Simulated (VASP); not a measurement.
# H (I4/mmm) in VASP: equation of state

Aim: energy against volume of H in PBE, for its equilibrium volume and stiffness.

Program: VASP 6.6.1. These are calculated values, not measurements. Logs are shortened: lines on timing, memory, paths and dates and some standing lists are left out, and cuts for length are marked.

## (1) The structure

The structure is tetragonal, space group I4/mmm (No. 139). The conventional cell has a = 3.383 Å, b = 3.383 Å, c = 4.117 Å, α = 90.00°, β = 90.00°, γ = 90.00°. H (site symmetry 4mm) is surrounded by 1 H at 0.74 Å.

## (2) Equation of state, PBE, 11.07 Å³/atom (volume scaled by 0.94)

The input, INCAR:

```
SYSTEM = H
ALGO = Normal ; EDIFF = 1E-7
ENCUT = 520 ; GGA = PE
ISIF = 2 ; ISMEAR = -1
LASPH = .True. ; LCHARG = .False.
LREAL = .False. ; LWAVE = .False.
NBANDS = 8 ; NELM = 80
PREC = Accurate ; SIGMA = 0.05
```

The input, KPOINTS:

```
k-points
0
Gamma
  11 11 11
  0 0 0
```

The input, POSCAR:

```
H
1.0
   -1.6570036692      1.6570036692      2.0164525258
    1.6570036692     -1.6570036692      2.0164525258
    1.6570036692      1.6570036692     -2.0164525258
H
2
Direct
    0.0901377100      0.0901377100      0.0000000000
    0.9098622900      0.9098622900      0.0000000000
```

Potentials or basis: VASP PAW PBE potentials, release 64 (H).

The run is started by

```console
> cat potpaw_PBE.64/H/POTCAR > POTCAR
> mpirun -np 1 vasp_std > vasp.out
```

OUTCAR:

```text
SYSTEM = H
   EDIFF = 1E-7
   ENCUT = 520
   GGA = PE
   ISIF = 2
   ISMEAR = -1
   LASPH = .True.
   LREAL = .False.
   NELM = 80
   PREC = Accurate

 ion  position               nearest neighbor table
   1  0.090  0.090  0.000-   2 0.73
   2  0.910  0.910  0.000-   1 0.73

  LATTYP: Found a body centered tetragonal cell.
 ALAT       =     3.3140073384
 C/A-ratio  =     1.2169270131

  Lattice vectors:

 A1 = (  -1.6570036692,   1.6570036692,   2.0164525258)
 A2 = (   1.6570036692,  -1.6570036692,   2.0164525258)
 A3 = (   1.6570036692,   1.6570036692,  -2.0164525258)

Analysis of symmetry for initial positions (statically):
=====================================================================
 Subroutine PRICEL returns:
 Original cell was already a primitive cell.

 Routine SETGRP: Setting up the symmetry group for a
 body centered tetragonal supercell.

 Subroutine GETGRP returns: Found 16 space group operations
 (whereof 16 operations were pure point group operations)
 out of a pool of 16 trial point group operations.

The static configuration has the point symmetry D_4h.

Analysis of symmetry for dynamics (positions and initial velocities):
=====================================================================
 Subroutine PRICEL returns:
 Original cell was already a primitive cell.

 Routine SETGRP: Setting up the symmetry group for a
 body centered tetragonal supercell.

 Subroutine GETGRP returns: Found 16 space group operations
 (whereof 16 operations were pure point group operations)
 out of a pool of 16 trial point group operations.

The dynamic configuration has the point symmetry D_4h.

 Subroutine INISYM returns: Found 16 space group operations
 (whereof 16 operations are pure point group operations),
 and found     1 'primitive' translations

----------------------------------------------------------------------------------------

                                     Primitive cell

  volume of cell :      22.1460

  direct lattice vectors                    reciprocal lattice vectors
    -1.657003669  1.657003669  2.016452526     0.000000000  0.301749483  0.247960214
     1.657003669 -1.657003669  2.016452526     0.301749483  0.000000000  0.247960214
     1.657003669  1.657003669 -2.016452526     0.301749483  0.301749483  0.000000000

  length of vectors
     3.091504991  3.091504991  3.091504991     0.390559878  0.390559878  0.426738211

  position of ions in fractional coordinates (direct lattice)
     0.090137710  0.090137710  0.000000000
     0.909862290  0.909862290  0.000000000

  ion indices of the primitive-cell ions
   primitive index   ion index
                 1           1
                 2           2

----------------------------------------------------------------------------------------

 KPOINTS: k-points

Automatic generation of k-mesh.
 Grid dimensions read from file:
 generate k-points for:   11   11   11

 Generating k-lattice:

  Cartesian coordinates                     Fractional coordinates (reciprocal lattice)
     0.000000000  0.027431771  0.022541838     0.090909091  0.000000000  0.000000000
     0.027431771  0.000000000  0.022541838     0.000000000  0.090909091  0.000000000
     0.027431771  0.027431771  0.000000000     0.000000000  0.000000000  0.090909091

  Length of vectors
     0.035505443  0.035505443  0.038794383

  Shift w.r.t. Gamma in fractional coordinates (k-lattice)
     0.000000000  0.000000000  0.000000000

 Subroutine IBZKPT returns following result:
 ===========================================

 Found    126 irreducible k-points:

 Following reciprocal coordinates:
            Coordinates               Weight
  0.000000  0.000000  0.000000      1.000000
  0.090909 -0.000000  0.000000      8.000000
  0.181818  0.000000 -0.000000      8.000000
  0.272727  0.000000 -0.000000      8.000000
  0.363636  0.000000  0.000000      8.000000
  0.454545 -0.000000  0.000000      8.000000
[... 42 lines left out ...]
 -0.090909  0.181818  0.090909      8.000000
  0.272727  0.272727  0.090909      8.000000
 [... further k-points ...]
   k-points           NKPTS =    126   k-points in BZ     NKDIM =    126   number of bands    NBANDS=      8
   number of dos      NEDOS =    301   number of ions     NIONS =      2
   total plane-waves  NPLWV =  13824
   dimension x,y,z NGX =    24 NGY =   24 NGZ =   24
   dimension x,y,z NGXF=    48 NGYF=   48 NGZF=   48
   ions per type =               2
   NGX,Y,Z   is equivalent  to a cutoff of  12.91, 12.91, 12.91 a.u.
   NGXF,Y,Z  is equivalent  to a cutoff of  25.81, 25.81, 25.81 a.u.
 SYSTEM =  H
   PREC   = accura    normal or accurate (medium, high low for compatibility)
   ISTART =      0    job   : 0-new  1-cont  2-samecut
   ICHARG =      2    charge: 1-file 2-atom 10-const
   ISPIN  =      1    spin polarized calculation?
   LNONCOLLINEAR =      F non collinear calculations
   LSORBIT =      F    spin-orbit coupling
   LASPH  =      T    aspherical Exc in radial PAW
   ENCUT  =  520.0 eV  38.22 Ry    6.18 a.u.   5.75  5.75  5.75*2*pi/ulx,y,z
   NELM   =     80;   NELMIN=  2; NELMDL= -5     # of ELM steps
   EDIFF  = 0.1E-06   stopping-criterion for ELM
   LREAL  =      F    real-space projection
   EDIFFG = 0.1E-05   stopping-criterion for IOM
   NSW    =      0    number of steps for IOM
   IBRION =     -1    ionic relax: 0-MD 1-quasi-New 2-CG
   NFREE  =      0    steps in history (QN), initial steepest desc. (CG)
   ISIF   =      2    stress and relaxation
   ISYM   =      2    0-nonsym 1-usesym 2-fastsym
   POTIM  = 0.5000    time-step for ionic-motion
   TEBEG  =    0.0;   TEEND  =   0.0 temperature during run
   PSTRESS=    0.0 pullay stress
   NELECT =       2.0000    total number of electrons
   NUPDOWN=      -1.0000    fix difference up-down
   EMIN   =  10.00;   EMAX   =-10.00  energy-range for DOS
   EFERMI =   0.00;   METHOD = LEGACY
   ISMEAR =    -1;   SIGMA  =   0.05  broadening in eV -4-tet -1-fermi 0-gaus
   EFERMI_NEDOS =   21; number of points for ismear=-14 and -15
   IALGO  =     38    algorithm
   IMIX   =      4    mixing-type and parameters
     AMIX     =   0.40;   BMIX     =  1.00
     AMIX_MAG =   1.60;   BMIX_MAG =  1.00
  volume/ion in A,a.u.               =      11.07        74.72
  Fermi-wavevector in a.u.,A,eV,Ry     =   0.734491  1.387987  7.340032  0.539477
  Thomas-Fermi vector in A             =   1.827457
   LORBIT       =      0    0 simple, 1 ext, 2 COOP (PROOUT), +10 PAW based schemes
   GGA     = PE    functional components
   LHFCALC =     F    Hartree Fock is set to
   AEXX    =    0.0000 exact exchange contribution
   IVDW    =     0    specifies the selected vdW correction
   LEPSILON=     F    determine dielectric tensor
   LRPA    =     F    only Hartree local field effects (RPA)
 non-spin polarized calculation
  energy-cutoff  :      520.00
  volume of cell :       22.15
 maximum number of plane-waves:       611
   NGX = 11   NGY = 11   NGZ = 11

 number of electron       2.0000000 magnetization

 Free energy of the ion-electron system (eV)
  ---------------------------------------------------
  ext. energy  EPLUGINS =         0.00000000
  ---------------------------------------------------
  free energy    TOTEN  =        -6.76894828 eV

  energy without entropy =       -6.76894828  energy(sigma->0) =       -6.76894828

 E-fermi :  -7.0961     XC(G=0):  -5.4886

 val. band max:       -8.1035888577   @ k =  -0.4545   0.4545   0.4545
 cond. band min:       1.0101964266   @ k =   0.4545  -0.0000   0.0000
 fundamental gap:      9.1137852843
 Fermi energy:        -7.0960730657

 k-point     1 :       0.0000    0.0000    0.0000
  band No.  band energies     occupation
      1     -10.6509      2.00000
      2       5.9104      0.00000
      3       9.6208      0.00000
      4      16.1354      0.00000
      5      16.1354      0.00000
      6      18.2562      0.00000
      7      18.2562      0.00000
      8      19.8205      0.00000

 k-point     2 :       0.0909   -0.0000    0.0000
  band No.  band energies     occupation
      1     -10.5435      2.00000
      2       5.4098      0.00000
      3       9.8162      0.00000
      4      15.0505      0.00000
      5      15.4172      0.00000
      6      18.3945      0.00000
      7      18.8987      0.00000
      8      19.4655      0.00000

 k-point     3 :       0.1818    0.0000   -0.0000
  band No.  band energies     occupation
      1     -10.2379      2.00000
      2       4.2553      0.00000
      3      10.0920      0.00000
      4      13.2256      0.00000
      5      14.3952      0.00000
      6      18.3677      0.00000
      7      19.0450      0.00000
      8      19.4883      0.00000

 k-point     4 :       0.2727    0.0000   -0.0000
  band No.  band energies     occupation
      1      -9.7915      2.00000
      2       2.9116      0.00000
      3      10.0713      0.00000
      4      11.9432      0.00000
      5      13.5902      0.00000
      6      17.1834      0.00000
      7      18.2818      0.00000
      8      20.8336      0.00000

 k-point     5 :       0.3636    0.0000    0.0000
  band No.  band energies     occupation
      1      -9.3197      2.00000
      2       1.7231      0.00000
      3       9.6841      0.00000
      4      11.4354      0.00000
      5      13.0606      0.00000
      6      16.2942      0.00000
      7      18.0114      0.00000
      8      20.3804      0.00000
[... 353 lines left out ...]
 k-point    38 :       0.1818    0.0909    0.0909
  band No.  band energies     occupation
      1      -9.6077      2.00000
      2       2.8703      0.00000
      3       9.1292      0.00000
      4       9.9407      0.00000
      5      14.7722      0.00000
      6      16.5512      0.00000
      7      19.5111      0.00000
      8      21.5065      0.00000

 k-point    39 :       0.2727    0.0909    0.0909
  band No.  band energies     occupation
      1      -9.1799      2.00000
      2       1.9605      0.00000
      3       8.0694      0.00000
      4       9.5319      0.00000
      5      14.8031      0.00000
      6      16.1709      0.00000
      7      20.7326      0.00000
      8      21.6880      0.00000

 k-point    40 :       0.3636    0.0909    0.0909
  band No.  band energies     occupation
      1      -8.8957      2.00000
      2       1.4096      0.00000
      3       7.4601      0.00000
      4       9.3392      0.00000
      5      14.9680      0.00000
      6      15.9371      0.00000
      7      20.1225      0.00000
      8      21.5611      0.00000

 [... further k-points ...]

------------------------ aborting loop because EDIFF is reached ----------------------------------------

  FORCE on cell =-STRESS in cart. coord.  units (eV):
  Direction    XX          YY          ZZ          XY          YZ          ZX
  --------------------------------------------------------------------------------------
  -------------------------------------------------------------------------------------
  Total        0.0427893      0.0427893      0.6462627      0.0000000     -0.0000000      0.0000000
  in kB        3.0956430      3.0956430     46.7546417      0.0000000     -0.0000000      0.0000000
  external PRESSURE =      17.6486426 kB  Pullay stress =       0.0000000 kB

 VOLUME and BASIS-vectors are now :
 -----------------------------------------------------------------------------
  energy-cutoff  :      520.00
  volume of cell :       22.15
      direct lattice vectors                 reciprocal lattice vectors
    -1.657003669  1.657003669  2.016452526     0.000000000  0.301749483  0.247960214
     1.657003669 -1.657003669  2.016452526     0.301749483  0.000000000  0.247960214
     1.657003669  1.657003669 -2.016452526     0.301749483  0.301749483  0.000000000

 POSITION                                       TOTAL-FORCE (eV/Angst)
 -----------------------------------------------------------------------------------
      0.00000      0.00000      0.36352         0.000000      0.000000      0.831225
      0.00000      0.00000      3.66939        -0.000000     -0.000000     -0.831225
 -----------------------------------------------------------------------------------
    total drift:                               -0.000000      0.000000      0.000000

  FREE ENERGIE OF THE ION-ELECTRON SYSTEM (eV)
  ---------------------------------------------------
  free  energy   TOTEN  =        -6.7689482794 eV

  energy  without entropy=       -6.7689482794  energy(sigma->0) =       -6.76894828
```

It took 10 s on 1 thread of Intel Xeon Platinum 8488C (Sapphire Rapids), shared host; peak memory 0.13 GiB.

What came out:

- Free energy: -6.7689 eV
- Pressure: 1.8 GPa
- Largest force: 0.831 eV/Å
- Band gap on the k mesh: 9.11 eV, indirect (least direct gap 9.97 eV)

Caveat: an odd mesh through Γ misses points on the zone boundary, where band edges often lie.

## (3) Equation of state, PBE, 11.31 Å³/atom (volume scaled by 0.96)

The input, INCAR:

```
SYSTEM = H
PREC = Accurate ; ENCUT = 520
EDIFF = 1E-7 ; ISMEAR = -1
SIGMA = 0.05 ; LREAL = .False.
LASPH = .True. ; NELM = 80
ALGO = Normal ; ISIF = 2
LWAVE = .False. ; LCHARG = .False.
GGA = PE ; NBANDS = 8
```

The input, KPOINTS:

```
regular mesh
0
Gamma
  11 11 11
  0 0 0
```

The input, POSCAR:

```
H
1.0
   -1.6686730936      1.6686730936      2.0306533635
    1.6686730936     -1.6686730936      2.0306533635
    1.6686730936      1.6686730936     -2.0306533635
H
2
Direct
    0.0901377100      0.0901377100      0.0000000000
    0.9098622900      0.9098622900      0.0000000000
```

Potentials or basis: VASP PAW PBE potentials, release 64 (H).

The run is started by

```console
> cat potpaw_PBE.64/H/POTCAR > POTCAR
> mpirun -np 1 vasp_std > vasp.out
```

It took 11 s on 1 thread of Intel Xeon Platinum 8488C (Sapphire Rapids), shared host; peak memory 0.12 GiB.

It converged, with:

- Free energy: -6.7742 eV
- Pressure: 1.4 GPa
- Largest force: 0.633 eV/Å
- Band gap on the k mesh: 9.09 eV, indirect (least direct gap 9.93 eV)

Caveat: an odd mesh through Γ misses points on the zone boundary, where band edges often lie.

## (4) Equation of state, PBE, 11.54 Å³/atom (volume scaled by 0.98)

The input, INCAR:

```
  ALGO = Normal
  EDIFF = 1E-7
  ENCUT = 520
  GGA = PE
  ISIF = 2
  ISMEAR = -1
  LASPH = T
  LCHARG = F
  LREAL = F
  LWAVE = F
  NBANDS = 8
  NELM = 100
  PREC = Accurate
  SIGMA = 0.05
```

The input, KPOINTS:

```
k-points
0
Gamma
  11 11 11
```

The input, POSCAR:

```
H
1.0
   -1.6801815476      1.6801815476      2.0446583120
    1.6801815476     -1.6801815476      2.0446583120
    1.6801815476      1.6801815476     -2.0446583120
H
2
Direct
    0.0901377100      0.0901377100      0.0000000000
    0.9098622900      0.9098622900      0.0000000000
```

The run is started by

```console
> cat potpaw_PBE.64/H/POTCAR > POTCAR
> mpirun -np 1 vasp_std > vasp.out
```

Wall time 11 s (1 thread of Intel Xeon Platinum 8488C (Sapphire Rapids), shared host); peak memory 0.13 GiB.

It converged, with:

```yaml
Free_energy: -6.7782 eV
Pressure: 1.0 GPa
Largest_force: 0.444 eV/Å
Band_gap_on_the_k_mesh: 9.07 eV, indirect (least direct gap 9.88 eV)
```

Caveat: an odd mesh through Γ misses points on the zone boundary, where band edges often lie.

## (5) Equation of state, PBE, 12.02 Å³/atom (volume scaled by 1.02)

The input, INCAR:

```
SYSTEM = H
PREC     = Accurate       ! precision mode
ENCUT    = 520            ! plane-wave cutoff, eV
EDIFF    = 1E-7           ! SCF threshold, eV
ISMEAR   = -1             ! smearing method
SIGMA    = 0.05           ! smearing width, eV
LREAL    = .False.        ! projectors in reciprocal space
LASPH    = .True.         ! aspherical terms in the spheres
NELM     = 60             ! most SCF steps
ALGO     = Normal         ! electronic algorithm
ISIF     = 2              ! what is computed and relaxed
LWAVE    = .False.        ! write WAVECAR
LCHARG   = .False.        ! write CHGCAR
GGA      = PE             ! functional
NBANDS   = 8              ! bands
```

The input, KPOINTS:

```
regular mesh
0
Gamma
  11 11 11
  0 0 0
```

The input, POSCAR:

```
H
1.0
   -1.7027370115      1.7027370115      2.0721066654
    1.7027370115     -1.7027370115      2.0721066654
    1.7027370115      1.7027370115     -2.0721066654
H
2
Direct
    0.0901377100      0.0901377100      0.0000000000
    0.9098622900      0.9098622900      0.0000000000
```

The run is started by

```console
> cat potpaw_PBE.64/H/POTCAR > POTCAR
> mpirun -np 1 vasp_std > vasp.out
```

It took 12 s on 1 thread of Intel Xeon Platinum 8488C (Sapphire Rapids), shared host; peak memory 0.13 GiB.

Results (log left out):

```yaml
Free_energy: -6.7831 eV
Pressure: 0.3 GPa
Largest_force: 0.091 eV/Å
Band_gap_on_the_k_mesh: 9.03 eV, indirect (least direct gap 9.80 eV)
```

Caveat: an odd mesh through Γ misses points on the zone boundary, where band edges often lie.

## (6) Equation of state, PBE, 12.25 Å³/atom (volume scaled by 1.04)

The input, INCAR:

```
SYSTEM = H
  ALGO = Normal
  EDIFF = 1E-7
  ENCUT = 520
  GGA = PE
  ISIF = 2
  ISMEAR = -1
  LASPH = .TRUE.
  LCHARG = .FALSE.
  LREAL = .FALSE.
  LWAVE = .FALSE.
  NBANDS = 8
  NELM = 60
  PREC = Accurate
  SIGMA = 0.05
```

The input, KPOINTS:

```
k-points
0
G
  11 11 11
  0 0 0
```

The input, POSCAR:

```
H
1.0
   -1.7137940552      1.7137940552      2.0855622805
    1.7137940552     -1.7137940552      2.0855622805
    1.7137940552      1.7137940552     -2.0855622805
H
2
Direct
    0.0901377100      0.0901377100      0.0000000000
    0.9098622900      0.9098622900      0.0000000000
```

Potentials or basis: VASP PAW PBE potentials, release 64 (H).

The run is started by

```console
> cat potpaw_PBE.64/H/POTCAR > POTCAR
> mpirun -np 1 vasp_std > vasp.out
```

Wall time 21 s (1 thread of Intel Xeon Platinum 8488C (Sapphire Rapids), shared host); peak memory 0.14 GiB.

It converged, with:

| Quantity | Value |
| --- | --- |
| Free energy | -6.7841 eV |
| Pressure | 0.0 GPa |
| Largest force | 0.074 eV/Å |
| Band gap on the k mesh | 9.01 eV, indirect (least direct gap 9.76 eV) |

Caveat: an odd mesh through Γ misses points on the zone boundary, where band edges often lie.

## (7) Equation of state, PBE, 12.49 Å³/atom (volume scaled by 1.06)

The input, INCAR:

```
SYSTEM = H
PREC = Accurate
ENCUT = 520
EDIFF = 1E-7
ISMEAR = -1
SIGMA = 0.05
LREAL = .FALSE.
LASPH = .TRUE.
NELM = 100
ALGO = Normal
ISIF = 2
LWAVE = .FALSE.
LCHARG = .FALSE.
GGA = PE
NBANDS = 8
```

The input, KPOINTS:

```
regular mesh
0
G
  11 11 11
  0 0 0
```

The input, POSCAR:

```
H
1.0
   -1.7247102352      1.7247102352      2.0988464748
    1.7247102352     -1.7247102352      2.0988464748
    1.7247102352      1.7247102352     -2.0988464748
H
2
Direct
    0.0901377100      0.0901377100      0.0000000000
    0.9098622900      0.9098622900      0.0000000000
```

The run is started by

```console
> cat potpaw_PBE.64/H/POTCAR > POTCAR
> mpirun -np 1 vasp_std > vasp.out
```

It took 11 s on 1 thread of Intel Xeon Platinum 8488C (Sapphire Rapids), shared host; peak memory 0.13 GiB.

The run converged. Its results:

```
Free energy            : -6.7843 eV
Pressure               : -0.3 GPa
Largest force          : 0.232 eV/Å
Band gap on the k mesh : 8.98 eV, indirect (least direct gap 9.72 eV)
```

Caveat: an odd mesh through Γ misses points on the zone boundary, where band edges often lie.

## (8) Equation of state, PBE

Potentials or basis: VASP PAW PBE potentials, release 64 (H).

This step only gathers the single runs of the series.

Results:

* Equilibrium volume: 12.41 Å³/atom
* Bulk modulus at fixed shape and positions: 14.8 GPa
* Pressure derivative of the bulk modulus: 2.9

Energy against volume, from the lowest point:
```
volume (Å³/atom)  energy (meV/atom)
          11.073               7.66
          11.309               5.05
          11.544               3.02
          11.780               1.55
          12.015               0.57
          12.251               0.07
          12.487               0.00
```

Caveat: the cell was scaled at fixed shape and fractional positions, which overstates the stiffness of a crystal with free parameters, most of all of layers and chains.
